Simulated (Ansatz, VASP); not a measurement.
**Two plane-wave programs on Ba**

```
Ba
1.0
    -2.37894    2.37894    2.37894
     2.37894   -2.37894    2.37894
     2.37894    2.37894   -2.37894
Ba
1
Cartesian
  0.0000 0.0000 0.0000
```

Alike in both runs: task single point; functional LDA; k mesh 9 × 9 × 9; occupations gaussian, width 0.01 eV; no spin polarisation.

|  | VASP | Ansatz |
| --- | --- | --- |
| version | VASP 6.6.1 | Ansatz 0.2.0 |
| potentials or method | VASP PAW LDA potentials, release 64 (Ba_sv) | plane waves (420 eV) with PAW, scalar-relativistic |
| plane-wave cutoff (eV) | 520 | 420 |
| valence electrons in the cell | 10 | 10 |

```csv
,VASP,Ansatz,Ansatz less VASP
pressure (GPa),0.1,0.0,-0.10
```

Ansatz warned: «pseudo_functional_mismatch».

Spin-orbit coupling is left out, which matters for the levels of Ba.
